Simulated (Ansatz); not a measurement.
# Evanescent states of GeO₂ (P3_121, 9 atoms a cell, 13.6 Å³ an atom) along the normal of (111)

Calculation: r2SCAN (plane waves, PAW; Ansatz, an electronic-structure program).

No gap correction and no spin-orbit coupling; mid-gap is the computed energy nearest the middle.

Energies count from the valence-band top; κ is the least over a 4×4 mesh across the current.

```
E (eV)  κ (1/Å)  where
------  -------  -----
0.10      0.211      Γ
0.30      0.257      Γ
0.50      0.286      Γ
0.70      0.308      Γ
0.90      0.324      Γ
1.10      0.336      Γ
1.30      0.345      Γ
1.50      0.350      Γ
1.70      0.353      Γ
1.90      0.353      Γ
2.10      0.351      Γ
2.30      0.346      Γ
2.50      0.338      Γ
2.70      0.328      Γ
2.90      0.314      Γ
3.10      0.297      Γ
3.30      0.275      Γ
3.50      0.248      Γ
3.70      0.214      Γ
3.90      0.166      Γ
4.10      0.087      Γ
```

### Question
How thick must the barrier be to attenuate the transmission by 10^6 when the electrodes' Fermi level lies at 3.70 eV, and what attenuation does that film give at 1.70 eV?

### Answer
d = 6 ln 10 / (2 × 0.214) = 32.3 Å. At 1.70 eV it gives 6 × 0.353/0.214 = 9.9 decades.
